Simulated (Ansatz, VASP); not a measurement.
**One calculation of CdSe, two programs**

File INCAR:

```
PREC = Accurate
ENCUT = 520
EDIFF = 1E-6
ISMEAR = 0
SIGMA = 0.1
LREAL = False
LASPH = True
NELM = 100
ALGO = Normal
ISIF = 2
LWAVE = False
LCHARG = False
GGA = PE
NBANDS = 26
```

KPOINTS

```
Automatic mesh
0
Gamma
  6 6 4
```

POSCAR

```
CdSe
1.0
    4.3460853800      0.0000000000      0.0000000000
   -2.1730426900      3.7638203500      0.0000000000
    0.0000000000      0.0000000000      7.0898398800
Cd Se
2 2
Direct
    0.6666666700      0.3333333300      0.4999533600
    0.3333333300      0.6666666700      0.9999533600
    0.6666666700      0.3333333300      0.8759066400
    0.3333333300      0.6666666700      0.3759066400
```

Input for Ansatz:

```yaml
crystal:
  lattice:
    - [4.34608538, 0.0, 0.0]
    - [-2.17304269, 3.76382035, 0.0]
    - [0.0, 0.0, 7.08983988]
  atoms:
    - { symbol: Cd, position: [0.66666667, 0.33333333, 0.49995336] }
    - { symbol: Cd, position: [0.33333333, 0.66666667, 0.99995336] }
    - { symbol: Se, position: [0.66666667, 0.33333333, 0.87590664] }
    - { symbol: Se, position: [0.33333333, 0.66666667, 0.37590664] }
basis:
  ecutwfc: 420
kpoints:
  mp_grid: { grid: [6, 6, 4] }
hamiltonian:
  xc: pbe
  pseudopotentials: { kind: paw, azcp: { folder: soft_1 } }
scf:
  occupations: { method: gaussian, width: 0.1 }
output:
  forces: true
  stress: true
  eigenvalues: true
```

The cell is a database's computed one.

Alike in both runs: task single point; functional PBE; k mesh 6 × 6 × 4; occupations gaussian, width 0.1 eV; no spin polarisation.

|  | VASP | Ansatz |
| --- | --- | --- |
| version | VASP 6.6.1 | Ansatz 0.2.0 |
| potentials or method | VASP PAW PBE potentials, release 64 (Cd, Se) | scalar-relativistic, plane waves, PAW |
| plane-wave cutoff (eV) | 520 | 420 |
| valence electrons in the cell | 36 | 72 |

Ansatz gave:

| Property | Result |
| --- | --- |
| gap on the k mesh at the Fermi level (eV) | 0.60 |
| least direct gap on the mesh (eV) | 0.60 |
| pressure (GPa) | 1.2 |
| rms of the force components (eV/Å) | 0.003 |

Question: What did VASP give for the same quantities?

Answer: gap on the k mesh at the Fermi level (eV): 0.60; least direct gap on the mesh (eV): 0.60; pressure (GPa): 1.5; rms of the force components (eV/Å): 0.004.

Atom by atom the forces differ by 0.000 eV/Å (rms over components). The functional is the same, so the differences come from potentials, cutoffs and numerics. The two sets of potentials don't hold the same shells in valence.

Expect the measured gap to be larger: semilocal functionals such as PBE lack the derivative discontinuity.
